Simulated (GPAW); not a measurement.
The system is Be.

```
Be
1.0
     2.28530    0.00000    0.00000
    -1.14265    1.97913    0.00000
     0.00000    0.00000    3.58420
Be
2
Direct
  0.66667 0.33333 0.75000
  0.33333 0.66667 0.25000
```

| Item | Value |
| --- | --- |
| Program | GPAW 26.7.0 |
| Task | relaxation of cell and atoms |
| Functional | PBEsol |
| Dispersion | D3(BJ) |
| Potentials or basis | PAW data sets generated in the run's folder for this functional |
| Cutoff | 800 eV |
| Basis | pw |
| k mesh | 11 × 11 × 6 |
| Occupations | fermi-dirac, width 0.05 eV |
| Spin | no spin polarisation |

At the start: pressure -9.2 GPa; volume 8.11 Å³/atom.

Task: Where does the relaxation end?

Result: Over 4 steps the energy falls by 19.2 meV/atom and the volume is 7.48 Å³/atom (-7.7 %); space group P6_3/mmc (No. 194, to 0.05 Å).

The path:
| step | energy change (eV) | largest force (eV/Å) | pressure (GPa) | volume (Å³) |
| --- | --- | --- | --- | --- |
| 1 | 0.0000 | 0.0000 | -9.23 | 16.21 |
| 2 | -0.0088 | 0.0000 | -8.21 | 16.05 |
| 3 | -0.0383 | 0.0000 | 0.55 | 14.90 |
| 4 | -0.0384 | 0.0000 | 0.01 | 14.96 |

Final structure:
```xyz
2
Lattice="2.2216 0.0000 0.0000 -1.1108 1.9240 0.0000 0.0000 0.0000 3.5005" Properties=species:S:1:pos:R:3 pbc="T T T"
Be    1.1108    0.6413    2.6253
Be    0.0000    1.2827    0.8751
```

Caveat: later steps reuse the first step's grids; pairwise dispersion overbinds metals, which lowers pressure and volume.
